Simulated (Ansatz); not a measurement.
Crystal: VO2.

```xyz
6
Lattice="4.5072 0.0000 0.0000 0.0000 4.5072 0.0000 0.0000 0.0000 3.0444" Properties=species:S:1:pos:R:3 pbc="T T T"
V     2.2536    2.2536    1.5222
V     0.0000    0.0000    0.0000
O     0.9031    3.6041    1.5222
O     3.6041    0.9031    1.5222
O     3.1567    3.1567    0.0000
O     1.3505    1.3505    0.0000
```

The cell is a database's computed one.

Base run:

```yaml
Program: Ansatz 0.2.0
Functional: PBE
Potentials_or_basis: Ansatz PAW
Cutoff: 600 eV
Density_cutoff: 2400 eV
k_mesh: 6 × 6 × 9
Occupations: fermi-dirac, width 0.05 eV
Spin: collinear spin, ferromagnetic start
Starting_moments: "[2.0, 2.0, 0.0, 0.0, 0.0, 0.0] μB"
```

Its results: band gap on the k mesh none (metal or under the smearing width); pressure -8.9 GPa; net moment 2.00 μB per cell; site moments V +0.86; O -0.06 μB; largest force 0.238 eV/Å.

The run is repeated on the same cell with these changes: cutoff from 600 eV to 420 eV (not typed: the program's choice for these potentials); hubbard terms from none to V d U = 1 eV; hubbard projectors from none to ortho-atomic (the default). What comes out?

Band gap on the k mesh none (metal or under the smearing width); pressure -5.9 GPa; net moment 2.00 μB per cell; site moments V +0.86; O -0.06 μB; largest force 0.068 eV/Å.

Caveats: semilocal functionals often make such compounds metallic where correlation or magnetic order opens a gap, which also shifts bond lengths (some runs); the magnetic or orbital state may not be the lowest (some runs).
